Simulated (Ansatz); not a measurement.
Hf in Ansatz: the effect of functional

The system is Hf.

```
Hf
1.0
    -1.76815    1.76815    1.76815
     1.76815   -1.76815    1.76815
     1.76815    1.76815   -1.76815
Hf
1
Cartesian
  0.0000 0.0000 0.0000
```

This isn't the form of Hf at room conditions, which is hcp.

The cell isn't the ideal one: volume scaled by 0.94.

Alike in all runs:

* Program: Ansatz 0.2.0
* Task: single point
* Potentials or basis: Ansatz PAW
* k mesh: 10 × 10 × 10
* Occupations: fermi-dirac, width 0.05 eV
* Spin: no spin polarisation

| functional | cutoff | pressure (GPa) |
| --- | --- | --- |
| LDA | 420 eV (not typed: the program's choice for these potentials) | -7.9 |
| PBEsol | 420 eV (not typed: the program's choice for these potentials) | -3.8 |
| r2SCAN | 500 eV (not typed: the program's choice for these potentials) | ? |

Question: What does the run with functional r2SCAN give?

Answer: Pressure 0.3 GPa.

Caveats: the PAW data sets come from PBE, with cores solved anew for the run's functional, which leaves a small shift of forces and pressure.
